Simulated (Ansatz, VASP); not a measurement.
# SiC: VASP beside Ansatz, part 2 of 2

One calculation is typed for both programs; each brings its own data sets and cutoff. How far apart do they land?

VASP 6.6.1 and Ansatz 0.2.0.

So far. Step 2 (VASP: single point, PBEsol): The run ends at a pressure of 0.82 GPa, with forces up to 0.0022 eV/Å. Step 3 (Ansatz: single point, PBEsol): The run ends at a pressure of 0.46 GPa, with forces up to 0.0026 eV/Å.

## (5) Ansatz: zone-centre phonons, LDA, volume scaled by 0.96

Level of this step: Ansatz beside VASP: Kohn-Sham DFT, plane waves, LDA (Ansatz).

Second derivatives magnify differences that forces hide, and they need a tight electronic threshold. The cell compared in this pair holds 77.97 Å³, against 82.50 Å³ for the pair before.

The cell is a member of a volume series, scaled by 0.96 from a relaxed one, so a pressure remains.

File input.yaml:

```yaml
crystal:
  lattice:
    - [3.0186450111, 2.0e-10, 0.0]
    - [-1.5093225004, 2.6142232664, 0.0]
    - [0.0, 0.0, 9.8800428148]
  atoms:
    - { symbol: Si, position: [0.66666667, 0.33333333, 0.9378235622] }
    - { symbol: Si, position: [0.33333333, 0.66666667, 0.4378235622] }
    - { symbol: Si, position: [0.0, 0.0, 0.6879257406] }
    - { symbol: Si, position: [0.0, 0.0, 0.1879257406] }
    - { symbol: C, position: [0.66666667, 0.33333333, 0.7498099861] }
    - { symbol: C, position: [0.33333333, 0.66666667, 0.2498099861] }
    - { symbol: C, position: [0.0, 0.0, 0.5004397111] }
    - { symbol: C, position: [0.0, 0.0, 0.0004397111] }
hamiltonian:
  xc: lda
  pseudopotentials: { kind: paw }
kpoints:
  mp_grid: { grid: [8, 8, 2] }
scf:
  occupations: { method: gaussian, width: 0.03 }
phonons:
  method: dfpt
  qpoints: [[0, 0, 0]]
```

The run is started by

```
$ ansatz run input.yaml --threads 4 --pin off --max-ram 9216MiB --backend cpu --events-out ev --progress --plain --runs-dir out
```

Numbers of over 12 decimals in the logs are rounded to 6 here.

The program printed:

```text
Warning: the atoms were moved onto the symmetric positions of the space group found under crystal.symmetry.tolerance 1.0e-5 (fractional; no operation is sought that the atoms, as they stand in a round, miss by more than twice it, and no atom is moved by as much as it), and the run uses the moved positions. Before a round's move an operation carried an atom to 3.02e-8 Å from where it should land, the largest such dist [...]
[...]
--- Phonons (arbitrary-q DFPT): 1 explicit q-point ---
  q = [0, 0, 0] (of the zone-centre solve; hermiticity 1.04e-7, symmetrization 6.73e-8): -0.00 0.00 0.00 190.89 190.89 199.80 199.80 256.58 256.58 416.13 424.89 629.21 813.24 813.24 819.60 819.60 820.09 827.50 827.50 836.53 836.53 879.06 954.01 963.12
  sum rule: each row above includes the acoustic sum rule's correction from the zone centre's row sums; it moved no ω² by more than (0.51 cm⁻¹)²
[key lines of the parts left out:]
SCF converged after 9 iterations
Free energy (F): -3408.717114 eV
Fermi energy:    11.174886 eV
```

Elapsed: 18 s, on 4 threads of Arm Neoverse V1, shared host; peak memory 0.59 GiB; 67 s of CPU time.

## (6) VASP: zone-centre phonons, LDA, volume scaled by 0.96

The same cell, functional (in two slightly different forms), mesh and smearing now go to VASP, with its own data sets and cutoff.

File INCAR:

```
SYSTEM = SiC
PREC = Accurate
ENCUT = 560
EDIFF = 1E-08
NELM = 100
ISMEAR = 0
SIGMA = 0.03
LREAL = .FALSE.
ALGO = Normal
GGA = CA
NBANDS = 24
LORBIT = 11
LWAVE = .FALSE.
LCHARG = .FALSE.
KPAR = 16
IBRION = 6
NFREE = 2
POTIM = 0.015
NSW = 1
ISIF = 2
```

File POSCAR:

```
SiC
1.0
    3.0186450111      0.0000000002      0.0000000000
   -1.5093225004      2.6142232664      0.0000000000
    0.0000000000      0.0000000000      9.8800428148
Si C
4 4
Direct
    0.6666666700      0.3333333300      0.9378235622
    0.3333333300      0.6666666700      0.4378235622
    0.0000000000      0.0000000000      0.6879257406
    0.0000000000      0.0000000000      0.1879257406
    0.6666666700      0.3333333300      0.7498099861
    0.3333333300      0.6666666700      0.2498099861
    0.0000000000      0.0000000000      0.5004397111
    0.0000000000      0.0000000000      0.0004397111
```

File KPOINTS:

```
Automatic mesh
0
Gamma
8 8 2
0 0 0
```

Potentials, in the order of the species: Si and C (LDA family, release 64).

The run is started by

```
$ mpirun -np 16 vasp_std
```

The program printed:

```text
[banner, memory and clock lines left out]
running   16 mpi-ranks, on    1 nodes
[...]
[... a notice as in an earlier step ...]

 LDA part: xc-table for (Slater(with rela. corr.)+CA(PZ))
 , standard interpolation
 POSCAR, INCAR and KPOINTS ok, starting setup
[...]
entering main loop
       N       E                     dE             d eps       ncg     rms          rms(c)
DAV:   1     0.751227926365E+02    0.75123E+02   -0.15654E+04   960   0.129E+03
DAV:   2    -0.687271872001E+02   -0.14385E+03   -0.13382E+03  1352   0.207E+02
DAV:   3    -0.752927503511E+02   -0.65656E+01   -0.65242E+01  1264   0.429E+01
DAV:   4    -0.753738419214E+02   -0.81092E-01   -0.81038E-01  1208   0.576E+00
[...]
DAV:  13    -0.664777072002E+02    0.56342E-06   -0.24432E-06  1248   0.710E-03    0.151E-03
DAV:  14    -0.664777072269E+02   -0.26730E-07   -0.80059E-08  1216   0.184E-03    0.774E-04
DAV:  15    -0.664777072338E+02   -0.69244E-08   -0.25692E-09   888   0.331E-04
   1 F= -.66477707E+02 E0= -.66477707E+02  d E =-.242335E-23
[... from here on, the cycles between the ionic steps are left out ...]
   2 F= -.66475209E+02 E0= -.66475209E+02  d E =-.835581E-21
   9 F= -.66473908E+02 E0= -.66473908E+02  d E =-.972851E-23
  10 F= -.66475226E+02 E0= -.66475226E+02  d E =-.178253E-22
  11 F= -.66475226E+02 E0= -.66475226E+02  d E =-.178755E-22
  12 F= -.66474305E+02 E0= -.66474305E+02  d E =-.129662E-22
  13 F= -.66474386E+02 E0= -.66474386E+02  d E =-.889213E-23
  14 F= -.66475232E+02 E0= -.66475232E+02  d E =-.155494E-21
  15 F= -.66475232E+02 E0= -.66475232E+02  d E =-.155362E-21
  16 F= -.66474272E+02 E0= -.66474272E+02  d E =-.786129E-21
  17 F= -.66474312E+02 E0= -.66474312E+02  d E =-.212310E-12
 Finite differences progress:
  Degree of freedom:   8/  8
  Displacement:        2/  2
  Total:              16/ 16
```

OUTCAR, selected parts (step 6):

```text
  FREE ENERGIE OF THE ION-ELECTRON SYSTEM (eV)
  ---------------------------------------------------
  free  energy   TOTEN  =       -66.4743117676 eV

  energy  without entropy=      -66.4743117676  energy(sigma->0) =      -66.47431177

[... 1 part as in an earlier step ...]

[... 1 further part left out ...]
[key lines of the parts left out:]
E-fermi :   8.9546
```

The last energy, forces, stress and levels in OUTCAR belong to the last displaced cell, not to the cell of POSCAR.

## (7) Differences

What differs besides the data sets and the points named for the pairs above, as far as they apply: the two LDA forms differ slightly; the cutoff is 420 eV in Ansatz and 560 eV in VASP; VASP's log shows a relativistic correction to its local exchange, Ansatz's none; VASP uses finite displacements, Ansatz perturbation theory. Total energies have different zeros and are not compared.

Both answers:

```tsv
quantity	Ansatz	VASP	difference
optical mode 1 to 2 (cm⁻¹)	190.9	190.7	+0.10 %
optical mode 3 to 4 (cm⁻¹)	199.8	199.7	+0.03 %
optical mode 5 to 6 (cm⁻¹)	256.6	256.4	+0.07 %
optical mode 7 (cm⁻¹)	416.1	416.7	-0.14 %
optical mode 8 (cm⁻¹)	424.9	425.4	-0.12 %
optical mode 9 (cm⁻¹)	629.2	628.4	+0.13 %
optical mode 10 to 11 (cm⁻¹)	813.2	813.6	-0.04 %
optical mode 12 to 13 (cm⁻¹)	819.6	819.7	-0.02 %
optical mode 14 (cm⁻¹)	820.1	820.3	-0.02 %
optical mode 15 to 16 (cm⁻¹)	827.5	827.6	-0.01 %
optical mode 17 to 18 (cm⁻¹)	836.5	836.4	+0.01 %
optical mode 19 (cm⁻¹)	879.1	880.1	-0.11 %
optical mode 20 (cm⁻¹)	954.0	952.9	+0.12 %
optical mode 21 (cm⁻¹)	963.1	961.9	+0.13 %
```

Modes are paired by rising frequency and degeneracy, not by their patterns, so a pair may still set unlike modes beside each other.

## (8) Outcome

```json
{
 "difference in gap on the k mesh (single point, PBEsol)": "0.0079 eV",
 "r.m.s. difference of the optical zone-centre modes, each program's sorted by frequency (zone-centre phonons, LDA, volume scaled by 0.96)": "0.51 cm⁻¹"
}
```

**Reading.** The difference in gap on the k mesh is 0.0079 eV (single point, PBEsol), within the 0.08 eV picked in this series as the mark of a large difference. How closely two codes agree says nothing of how well the functional describes the real material.

[Lines on the potential files, build, host, timing and source positions are cut from VASP's logs without a mark.]

[Logs are printed without paths, hosts, clocks, repeated set-up lines and the standing remarks that a program may print on its own settings, such as how far it seeks lower states.]

[Hosts, paths, dates, database ids (printed as entryN), source tags and the programs' standing remarks are cut or masked in the printed files.]
